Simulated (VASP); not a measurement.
# GaN (F-43m) in VASP: band structure with PBE

Aim: the band structure of GaN with PBE.

All numbers are computed with VASP 6.6.1; they aren't measurements. Logs are shortened: lines on timing, memory, paths and dates and some standing lists are left out, and cuts for length are marked.

**What was measured.**

A printed reference work, textbook reports, for a bulk crystal of GaN at 0 K: band gap 3.299 eV (direct).

How close the calculation comes is told below.

### Step 1. The structure

It takes space group F-43m (No. 216, cubic). Conventional cell: a = 4.507 Å, b = 4.507 Å, c = 4.507 Å, α = 90.00°, β = 90.00°, γ = 90.00°. Ga (site symmetry -43m) has 4 N at 1.95 Å as nearest neighbours. Around N (site symmetry -43m) lie 4 Ga at 1.95 Å.

The cell is a database's computed one.

### Step 2. Band structure, PBE

INCAR reads:

```
PREC = Accurate
ENCUT = 520
EDIFF = 1E-7
ISMEAR = 0
SIGMA = 0.02
LREAL = F
LASPH = T
NELM = 100
ALGO = Fast
ISIF = 2
LWAVE = F
LCHARG = F
GGA = PE
```

KPOINTS reads:

```
Automatic mesh
0
Gamma
  12 12 12
```

POSCAR reads:

```
GaN
1.0
    0.0000000000      2.2535006100      2.2535006100
    2.2535006100      0.0000000000      2.2535006100
    2.2535006100      2.2535006100      0.0000000000
Ga N
1 1
Direct
    0.0000000000      0.0000000000      0.0000000000
    0.7500000000      0.7500000000      0.7500000000
```

KPOINTS_OPT reads:

```
path GXWKGLUWLK,UX
20
line-mode
reciprocal
 0.0000000000  0.0000000000  0.0000000000  G
 0.5000000000  0.0000000000  0.5000000000  X

 0.5000000000  0.0000000000  0.5000000000  X
 0.5000000000  0.2500000000  0.7500000000  W

 0.5000000000  0.2500000000  0.7500000000  W
 0.3750000000  0.3750000000  0.7500000000  K

 0.3750000000  0.3750000000  0.7500000000  K
 0.0000000000  0.0000000000  0.0000000000  G

 0.0000000000  0.0000000000  0.0000000000  G
 0.5000000000  0.5000000000  0.5000000000  L

 0.5000000000  0.5000000000  0.5000000000  L
 0.6250000000  0.2500000000  0.6250000000  U

 0.6250000000  0.2500000000  0.6250000000  U
 0.5000000000  0.2500000000  0.7500000000  W

 0.5000000000  0.2500000000  0.7500000000  W
 0.5000000000  0.5000000000  0.5000000000  L

 0.5000000000  0.5000000000  0.5000000000  L
 0.3750000000  0.3750000000  0.7500000000  K

 0.6250000000  0.2500000000  0.6250000000  U
 0.5000000000  0.0000000000  0.5000000000  X
```

Potentials or basis: VASP PAW PBE potentials, release 64 (Ga_d, N).

The run is started by

```
> cat potpaw_PBE.64/Ga_d/POTCAR potpaw_PBE.64/N/POTCAR > POTCAR
> mpirun -np 1 vasp_std > vasp.out
```

OUTCAR:

```text
PREC = Accurate
   ENCUT = 520
   EDIFF = 1E-7
   ISMEAR = 0
   LREAL = F
   LASPH = T
   NELM = 100
   ISIF = 2
   GGA = PE

 ion  position               nearest neighbor table
   1  0.000  0.000  0.000-   2 1.95   2 1.95   2 1.95   2 1.95
   2  0.750  0.750  0.750-   1 1.95   1 1.95   1 1.95   1 1.95

  LATTYP: Found a face centered cubic cell.
 ALAT       =     4.5070012200

  Lattice vectors:

 A1 = (   0.0000000000,   2.2535006100,   2.2535006100)
 A2 = (   2.2535006100,   0.0000000000,   2.2535006100)
 A3 = (   2.2535006100,   2.2535006100,   0.0000000000)

Analysis of symmetry for initial positions (statically):
=====================================================================
 Subroutine PRICEL returns:
 Original cell was already a primitive cell.

 Routine SETGRP: Setting up the symmetry group for a
 face centered cubic supercell.

 Subroutine GETGRP returns: Found 24 space group operations
 (whereof 24 operations were pure point group operations)
 out of a pool of 48 trial point group operations.

The static configuration has the point symmetry T_d .

Analysis of symmetry for dynamics (positions and initial velocities):
=====================================================================
 Subroutine PRICEL returns:
 Original cell was already a primitive cell.

 Routine SETGRP: Setting up the symmetry group for a
 face centered cubic supercell.

 Subroutine GETGRP returns: Found 24 space group operations
 (whereof 24 operations were pure point group operations)
 out of a pool of 48 trial point group operations.

The dynamic configuration has the point symmetry T_d .

 Subroutine INISYM returns: Found 24 space group operations
 (whereof 24 operations are pure point group operations),
 and found     1 'primitive' translations

----------------------------------------------------------------------------------------

                                     Primitive cell

  volume of cell :      22.8877

  direct lattice vectors                    reciprocal lattice vectors
     0.000000000  2.253500610  2.253500610    -0.221877020  0.221877020  0.221877020
     2.253500610  0.000000000  2.253500610     0.221877020 -0.221877020  0.221877020
     2.253500610  2.253500610  0.000000000     0.221877020  0.221877020 -0.221877020

  length of vectors
     3.186931125  3.186931125  3.186931125     0.384302272  0.384302272  0.384302272

  position of ions in fractional coordinates (direct lattice)
     0.000000000  0.000000000  0.000000000
     0.750000000  0.750000000  0.750000000

  ion indices of the primitive-cell ions
   primitive index   ion index
[... 88 lines left out ...]
   EFERMI =   0.00;   METHOD = LEGACY
   ISMEAR =     0;   SIGMA  =   0.02  broadening in eV -4-tet -1-fermi 0-gaus
   EFERMI_NEDOS =   21; number of points for ismear=-14 and -15
   IALGO  =     68    algorithm
   IMIX   =      4    mixing-type and parameters
     AMIX     =   0.40;   BMIX     =  1.00
     AMIX_MAG =   1.60;   BMIX_MAG =  1.00
  volume/ion in A,a.u.               =      11.44        77.23
  Fermi-wavevector in a.u.,A,eV,Ry     =   1.511117  2.855596 31.068543  2.283473
  Thomas-Fermi vector in A             =   2.621216
   LORBIT       =      0    0 simple, 1 ext, 2 COOP (PROOUT), +10 PAW based schemes
   GGA     = PE    functional components
   LHFCALC =     F    Hartree Fock is set to
   AEXX    =    0.0000 exact exchange contribution
   IVDW    =     0    specifies the selected vdW correction
   LEPSILON=     F    determine dielectric tensor
   LRPA    =     F    only Hartree local field effects (RPA)
 non-spin polarized calculation
 RMM-DIIS sequential band-by-band and
 Gauss-broadening in eV      SIGMA  =   0.02
  energy-cutoff  :      520.00
  volume of cell :       22.89
 maximum number of plane-waves:       636
   NGX = 11   NGY = 11   NGZ = 11

 number of electron      18.0000004 magnetization

 Free energy of the ion-electron system (eV)
  ---------------------------------------------------
  ext. energy  EPLUGINS =         0.00000000
  ---------------------------------------------------
  free energy    TOTEN  =       -12.14325063 eV

  energy without entropy =      -12.14325063  energy(sigma->0) =      -12.14325063

 E-fermi :   5.4054     XC(G=0): -11.6669

 val. band max:        5.2809074370   @ k =   0.0000   0.0000   0.0000
 cond. band min:       7.0054991030   @ k =   0.0000   0.0000   0.0000
 fundamental gap:      1.7245916660
 Fermi energy:         5.4054158857

 k-point     1 :       0.0000    0.0000    0.0000
  band No.  band energies     occupation
      1     -10.6524      2.00000
      2      -8.1604      2.00000
      3      -8.1604      2.00000
      4      -8.1604      2.00000
      5      -7.8407      2.00000
      6      -7.8407      2.00000
      7       5.2809      2.00000
      8       5.2809      2.00000
      9       5.2809      2.00000
     10       7.0055      0.00000
     11      15.5834      0.00000
     12      15.5834      0.00000
     13      15.5834      0.00000
[... 354 lines left out ...]
  band No.  band energies     occupation
      1      -9.6816      2.00000
      2      -8.0653      2.00000
      3      -8.0208      2.00000
      4      -7.8386      2.00000
      5      -7.8084      2.00000
      6      -6.4299      2.00000
      7      -1.3190      2.00000
      8       2.7797      2.00000
      9       3.9907      2.00000
     10      11.2379      0.00000
     11      12.7978      0.00000
     12      15.5455      0.00000
     13      16.4352      0.00000

 [... further k-points ...]

------------------------ aborting loop because EDIFF is reached ----------------------------------------

  FORCE on cell =-STRESS in cart. coord.  units (eV):
  Direction    XX          YY          ZZ          XY          YZ          ZX
  --------------------------------------------------------------------------------------
  -------------------------------------------------------------------------------------
  Total        0.7270059      0.7270059      0.7270059     -0.0000000      0.0000000      0.0000000
  in kB       50.8915243     50.8915243     50.8915243     -0.0000000      0.0000000      0.0000000
  external PRESSURE =      50.8915243 kB  Pullay stress =       0.0000000 kB

 VOLUME and BASIS-vectors are now :
 -----------------------------------------------------------------------------
  energy-cutoff  :      520.00
  volume of cell :       22.89
      direct lattice vectors                 reciprocal lattice vectors
     0.000000000  2.253500610  2.253500610    -0.221877020  0.221877020  0.221877020
     2.253500610  0.000000000  2.253500610     0.221877020 -0.221877020  0.221877020
     2.253500610  2.253500610  0.000000000     0.221877020  0.221877020 -0.221877020

 POSITION                                       TOTAL-FORCE (eV/Angst)
 -----------------------------------------------------------------------------------
      0.00000      0.00000      0.00000         0.000000      0.000000      0.000000
      3.38025      3.38025      3.38025        -0.000000     -0.000000     -0.000000
 -----------------------------------------------------------------------------------
    total drift:                               -0.000001     -0.000001     -0.000001

  FREE ENERGIE OF THE ION-ELECTRON SYSTEM (eV)
  ---------------------------------------------------
  free  energy   TOTEN  =       -12.1432506303 eV

  energy  without entropy=      -12.1432506303  energy(sigma->0) =      -12.14325063
```

stdout:

```text
POSCAR found type information on POSCAR GaN
 POSCAR found :  2 types and       2 ions
 scaLAPACK will be used
 LDA part: xc-table for (Slater+PW92), standard interpolation
 POSCAR, INCAR and KPOINTS ok, starting setup
 FFT: planning ... GRIDC
 FFT: planning ... GRID_SOFT
 FFT: planning ... GRID
 WAVECAR not read
 entering main loop
WARNING in EDDRMM: call to ZHEGV failed, returncode =   8  4     11
WARNING in EDDRMM: call to ZHEGV failed, returncode =   8  4     13
WARNING in EDDRMM: call to ZHEGV failed, returncode =   8  4     12
 Start KPOINTS_OPT (optional k-point list driver)
k-point batch [1-72\200]
k-point batch [73-144\200]
k-point batch [145-200\200]
```

Run time: 34 s. Hardware: 1 thread of AMD EPYC 9R14 (Zen 4), shared host; peak memory 0.13 GiB.

Results:

```yaml
Free_energy: -12.1433 eV
Pressure: 5.1 GPa
Band_gap_on_the_k_mesh: 1.72 eV, direct
Band_gap_along_the_path: 1.72 eV, direct
```

Levels at the corners of the path, in eV from the valence-band top:
```csv
point,band 7,band 8,band 9,band 10,band 11,band 12
Γ,0.00,0.00,0.00,1.72,10.30,10.30
X,-6.12,-2.70,-2.70,3.35,6.66,11.71
X,-6.12,-2.70,-2.70,3.35,6.66,11.71
W,-5.70,-3.69,-3.64,6.22,8.38,10.27
W,-5.70,-3.69,-3.64,6.22,8.38,10.27
K,-5.86,-4.25,-2.17,5.00,7.86,11.07
K,-5.86,-4.25,-2.17,5.00,7.86,11.07
Γ,0.00,0.00,0.00,1.72,10.30,10.30
Γ,0.00,0.00,0.00,1.72,10.30,10.30
L,-7.04,-0.97,-0.97,4.64,8.73,10.37
L,-7.04,-0.97,-0.97,4.64,8.73,10.37
U,-5.86,-4.25,-2.17,5.00,7.86,11.07
U,-5.86,-4.25,-2.17,5.00,7.86,11.07
W,-5.70,-3.69,-3.64,6.22,8.38,10.27
W,-5.70,-3.69,-3.64,6.22,8.38,10.27
L,-7.04,-0.97,-0.97,4.64,8.73,10.37
L,-7.04,-0.97,-0.97,4.64,8.73,10.37
K,-5.86,-4.25,-2.17,5.00,7.86,11.07
U,-5.86,-4.25,-2.17,5.00,7.86,11.07
X,-6.12,-2.70,-2.70,3.35,6.66,11.71
```

### Step 3. Against experiment

Step 2. Measured gap of GaN: 3.299 eV (direct; 0 K; a printed reference work, textbook). This calculation gives 1.72 eV (-1.57 eV). Spin-orbit coupling on Ga is left out. The value is that of PBE, without temperature or zero-point motion. Semilocal functionals fall short of measured gaps as a rule. The cell is a database's relaxed one, not the measured one, which moves gaps too.
